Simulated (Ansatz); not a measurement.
## Li: pressure against volume

Li, P6/mmm, a = 4.924 Å, c = 2.894 Å. This isn't the element's structure at ambient conditions. Ansatz: PBE, PAW, 420 eV, Γ-centred 12×12×14 mesh on 3 atoms, Gaussian smearing 0.10 eV; no spin polarisation. Shape and atoms are relaxed at each volume; pressure is positive in compression.

| V (Å³/atom) | P (GPa) |
| --- | --- |
| 17.825 | 2.17 |
| 18.433 | 1.52 |
| 19.040 | ? |
| 19.648 | 0.44 |
| 20.256 | 0.00 |
| 20.863 | -0.38 |
| 21.471 | -0.72 |
| 22.281 | -1.11 |

Task: Take V0 = 20.256 Å³/atom, fit the third-order Birch–Murnaghan form to the other rows, and predict the missing pressure.

Result: With the Eulerian strain f = ½[(V0/V)^(2/3) − 1] and y = P/[3f(1 + 2f)^(5/2)], the form is the line y = B0 + 1.5 B0 (B0′ − 4) f. Rows (f, y): 0.04449, 13.14; 0.03245, 13.34; 0.01026, 13.59; -0.00975, 13.65; -0.01905, 13.88; -0.03077, 14.09. Means f = 0.004605, y = 13.615; Σ(Δf)² = 0.004415, ΣΔfΔy = -0.05032; the slope is their ratio. y = 13.67 − 11.40 f GPa, so B0 = 13.7 GPa and B0′ = 4 + 2 × (-11.40)/(3 × 13.67) = 3.44. At V = 19.040, f = 0.02107, y = 13.430 and P = 0.94 GPa. The run gave 0.94 GPa, the same to the digits shown.

Cost: 8 runs of about 1.1 core-minutes in all, on Arm Neoverse V2 (shared hosts).